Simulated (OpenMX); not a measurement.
**FeO (Wuestite): density of states with PBE+U**

The system is FeO (Wuestite).

```xyz
2
Lattice="0.0000 2.1554 2.1554 2.1554 0.0000 2.1554 2.1554 2.1554 0.0000" Properties=species:S:1:pos:R:3 pbc="T T T"
Fe    0.0000    0.0000    0.0000
O     2.1554    2.1554    2.1554
```

- Program: OpenMX 3.8.5
- Task: density of states
- Functional: PBE
- Potentials or basis: OpenMX 2013 LDA set, Fe6.0H-s3p2d1, O6.0-s2p2d1, grid cutoff 500 Ry
- k mesh: 9 × 9 × 9
- Occupations: fermi-dirac, width 0.05 eV
- Spin: collinear spin, ferromagnetic start
- Starting moments: [3.0, 0.0] μB
- Hubbard terms: Fe U = 2 eV
- Hubbard projector: dual
- Start of the occupations: orbital polarisation
- Hubbard shell: Fe d
- Mixing scheme: rmm-diisk
- SCF threshold: 1e-07 Ha
- Solver: band
- Max SCF cycles: 120
- k mesh for the DOS: 12 × 12 × 12

```yaml
Band_gap_on_the_k_mesh: 0.30 eV, indirect (least direct gap 1.32 eV)
Net_moment: 4.00 μB per cell
Site_moments: Fe +3.73; O +0.27 μB
Mulliken_charges: Fe +0.61; O -0.61 e
```

Levels at points of the mesh, in eV from the valence-band top:
Spin up:
| k point | band 11 | band 12 | band 13 | band 14 | band 15 | band 16 |
| --- | --- | --- | --- | --- | --- | --- |
| (0.00, 0.00, 0.00) | -3.20 | -3.18 | -3.18 | 0.80 | 21.59 | 21.59 |
Spin down:
```tsv
k point	band 6	band 7	band 8	band 9	band 10	band 11	band 12	band 13
(0.00, 0.00, 0.00)	-2.71	-2.64	-2.64	-1.38	0.30	0.30	1.40	1.40
```

States per cell in windows of 1 eV (zero at the valence-band top; states under -8 eV left out):
| from (eV) | up | down | Fe1_d | O2_p | Fe1_p | Fe1_s | O2_s | O2_d |
| --- | --- | --- | --- | --- | --- | --- | --- | --- |
| -8.0 | 0.76 | 0.06 | 0.25 | 0.43 | 0.05 | 0.09 | 0.00 | 0.00 |
| -7.0 | 1.57 | 0.73 | 0.92 | 1.11 | 0.15 | 0.12 | 0.00 | 0.00 |
| -6.0 | 0.55 | 0.44 | 0.42 | 0.46 | 0.07 | 0.03 | 0.00 | 0.00 |
| -5.0 | 1.22 | 1.33 | 1.31 | 1.10 | 0.11 | 0.02 | 0.00 | 0.00 |
| -4.0 | 1.51 | 0.43 | 1.20 | 0.63 | 0.06 | 0.04 | 0.01 | 0.00 |
| -3.0 | 1.18 | 0.01 | 0.79 | 0.33 | 0.04 | 0.03 | 0.00 | 0.00 |
| -2.0 | 0.74 | 0.15 | 0.48 | 0.36 | 0.04 | 0.01 | 0.00 | 0.00 |
| -1.0 | 0.37 | 0.86 | 0.92 | 0.29 | 0.01 | 0.01 | 0.00 | 0.00 |
| 0.0 | 0.00 | 0.77 | 0.73 | 0.03 | 0.00 | 0.00 | 0.00 | 0.00 |
| 1.0 | 0.01 | 1.48 | 1.37 | 0.09 | 0.01 | 0.02 | 0.00 | 0.01 |
| 2.0 | 0.03 | 1.34 | 1.16 | 0.10 | 0.03 | 0.05 | 0.01 | 0.01 |
| 3.0 | 0.06 | 0.59 | 0.45 | 0.12 | 0.03 | 0.05 | 0.00 | 0.00 |
| 4.0 | 0.12 | 0.06 | 0.01 | 0.05 | 0.06 | 0.07 | 0.00 | 0.00 |
| 5.0 | 0.26 | 0.14 | 0.01 | 0.10 | 0.17 | 0.12 | 0.01 | 0.00 |
| 6.0 | 0.29 | 0.21 | 0.01 | 0.11 | 0.21 | 0.17 | 0.01 | 0.00 |
| 7.0 | 0.21 | 0.29 | 0.01 | 0.11 | 0.18 | 0.22 | 0.01 | 0.00 |

Run time: 100 s on 1 thread of Arm Neoverse V2, on a shared host, peak memory 0.49 GiB.

Caveat: Mulliken charges move with the basis; U acts on the first radial function of the shell alone, so its value doesn't carry over to other programs; an odd mesh through Γ misses points on the zone boundary, where band edges often lie; the basis of atomic orbitals isn't converged, which shifts pressures, moduli and gaps; a cell with one magnetic atom can't hold antiferromagnetic order, which such compounds often take.
